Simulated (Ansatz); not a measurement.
## Ionic part of the dielectric constant of CdSe, mode by mode

The calculation used Ansatz, DFT PBE, scalar-relativistic, plane waves, PAW. Settings: 420 eV plane-wave cutoff, Γ-centred 12×12×12 mesh, fixed occupations. No spin polarisation. Phonons by linear response, acoustic sum rule imposed.

Space group F-43m (No. 216), cubic, a = 6.196 Å. Cd is surrounded by 4 Se at 2.68 Å; Se is surrounded by 4 Cd at 2.68 Å.

It was relaxed at this level from a Materials Project cell.

The primitive cell has V = 59.46 Å³ and ε∞,zz = 8.084. Each polar mode adds Δε = (4.92064×10⁷/V)·S/ν² along z, with S its oscillator strength in e²/amu, ν in cm⁻¹ and V in Å³.

Q: From these modes, find each Δε and ε0,zz.
| ν (cm⁻¹) | S_zz (e²/amu) |
| --- | --- |
| 154.52 | 0.1157 |

A:
```
ν (cm⁻¹)    Δε
  154.52  4.01
```

The sum is 4.01, so ε0,zz = 12.09; the run's tensor has 12.09.

Q: Where do the longitudinal modes lie for a wave vector along z?

A: At 188.98 cm⁻¹. The Lyddane–Sachs–Teller product Π(ν_LO/ν_TO)² = 1.50 agrees with ε0/ε∞ = 1.50.
